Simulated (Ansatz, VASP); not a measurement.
## Two plane-wave programs on TaSi2

```
Ta Si
1.0
     3.19707    0.00000    0.00000
    -1.59854    2.76875    0.00000
     0.00000    0.00000    5.24135
Ta Si
1 2
Direct
  0.00000 0.00000 0.00000
  0.33333 0.66667 0.25000
  0.66667 0.33333 0.75000
```

Change from the starting cell: species swapped into the MnI2 type (P-3m1, No. 164).

Alike in both runs: task single point; functional PBE; k mesh 6 × 6 × 4; occupations gaussian, width 0.1 eV; no spin polarisation.

|  | VASP | Ansatz |
| --- | --- | --- |
| version | VASP 6.6.1 | Ansatz 0.2.0 |
| potentials or method | VASP PAW PBE potentials, release 64 (Ta_pv, Si) | scalar-relativistic, plane waves, PAW |
| plane-wave cutoff (eV) | 520 | 420 |
| valence electrons in the cell | 19 | 21 |

Ansatz gave:

```
gap on the k mesh at the Fermi level (eV) : none
rms of the force components (eV/Å)        : 3.591
```

Task: What did VASP give for the same quantities?

Result: gap on the k mesh at the Fermi level (eV): none; rms of the force components (eV/Å): 3.611.

Atom by atom the forces differ by 0.020 eV/Å (rms over components). A gap of «none» marks a metal or a gap that the smearing closes. The two sets of potentials don't hold the same shells in valence.

Caveats: the k mesh is coarse (spacing up to 0.38 Å⁻¹), so the values aren't converged; forces of over 1 eV/Å show positions far from the minimum, so gaps and moduli don't describe the material at rest. The runs have no spin-orbit coupling, so splittings on Ta are missing.
